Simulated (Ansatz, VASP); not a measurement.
KF in VASP and in Ansatz

```
K F
1.0
     0.00000    2.65441    2.65441
     2.65441    0.00000    2.65441
     2.65441    2.65441    0.00000
K F
1 1
Direct
  0.00000 0.00000 0.00000
  0.50000 0.50000 0.50000
```

Alike in both runs: task electric field gradients; functional r2SCAN; k mesh 9 × 9 × 9; occupations fermi-dirac, width 0.02 eV; no spin polarisation.

|  | VASP | Ansatz |
| --- | --- | --- |
| version | VASP 6.6.1 | Ansatz 0.2.0 |
| potentials or method | VASP PAW PBE potentials, release 64 (K_sv, F) | PAW with Ansatz's default frozen-core files, scalar-relativistic |
| plane-wave cutoff (eV) | 520 | 500 |
| valence electrons in the cell | 16 | 16 |

```tsv
	VASP	Ansatz	Ansatz less VASP
gap on the k mesh at the Fermi level (eV)	6.94	6.94	+0.001
pressure (GPa)	0.2	0.2	+0.03
Vzz of the field gradient on the site that differs most (V/Å²)	0.0	0.0	-0.01
```

Caveats: the PAW data sets were made with another functional, which shifts forces and pressure a little (VASP); an odd mesh through Γ misses points on the zone boundary, where band edges often lie. r2SCAN opens gaps a little over a GGA but as a rule still falls short of measured ones.
